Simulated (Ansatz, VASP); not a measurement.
## AlAu in VASP and in Ansatz

```
Al Au
1.0
     3.26799    0.39293    0.39293
     0.39293    3.26799    0.39293
     0.39293    0.39293    3.26799
Al Au
1 1
Cartesian
  0.0000 0.0000 0.0000
  2.0269 2.0269 2.0269
```

Alike in both runs: task single point; functional LDA; k mesh 16 × 16 × 16; occupations gaussian, width 0.15 eV; no spin polarisation.

```csv
,VASP,Ansatz
version,VASP 6.6.1,Ansatz 0.2.0
potentials or method,"VASP PAW LDA potentials, release 64 (Al, Au)","scalar-relativistic, plane waves, PAW"
plane-wave cutoff (eV),520,420
valence electrons in the cell,14,22
```

```csv
,VASP,Ansatz,Ansatz less VASP
gap on the k mesh at the Fermi level (eV),none,none,-
pressure (GPa),1.7,1.4,-0.28
largest component of the traceless stress (GPa),0.33,0.24,-0.091
```

A gap of «none» marks a metal or a gap that the smearing closes. The two sets of potentials don't hold the same shells in valence.

Spin-orbit coupling is left out, which matters for the levels of Au.
